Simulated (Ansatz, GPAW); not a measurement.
**TiCo: programs and potentials compared**

```
Co Ti
1.0
     2.98611    0.00000    0.00000
     0.00000    2.98611    0.00000
     0.00000    0.00000    2.98611
Co Ti
1 1
Direct
  0.50000 0.50000 0.50000
  0.00000 0.00000 0.00000
```

The cell comes from a database or a generator and needn't be the stable form of this composition.

Alike in all runs: task band structure; functional PBEsol; k mesh 9 × 9 × 9; occupations fermi-dirac, width 0.05 eV; collinear spin, ferromagnetic start; no spin-orbit coupling. Pressure is positive in compression and, in plane waves, holds the error of the finite cutoff, which Ansatz's Pulay term estimates and takes out.

| program and potentials | plane-wave cutoff (eV) | notes | pressure (GPa) | net moment per atom (μB) |
| --- | --- | --- | --- | --- |
| Ansatz, Ansatz PAW | 420 | potentials made for PBE, which Ansatz adapts in part; 14.5 valence electrons an atom on average | ? | ? |
| Ansatz, all-electron LAPW, scalar-relativistic | - | - | -8.09 | 0.37 |
| Ansatz, PAW datasets made for the crystal | 280 | 14.5 valence electrons an atom on average | -8.09 | 0.37 |
| GPAW, PAW data sets generated for this functional | 600 | 10.5 valence electrons an atom on average | -8.46 | 0.35 |

**Question.** Estimate from the other rows what the run with Ansatz, Ansatz PAW gave.

**Answer.** Pressure -8.14 GPa; net moment per atom 0.36 μB. Its pressure holds a Pulay term of +0.09 GPa. The other rows, which needn't bracket it: pressure -8.46 to -8.09; net moment per atom 0.35 to 0.37.
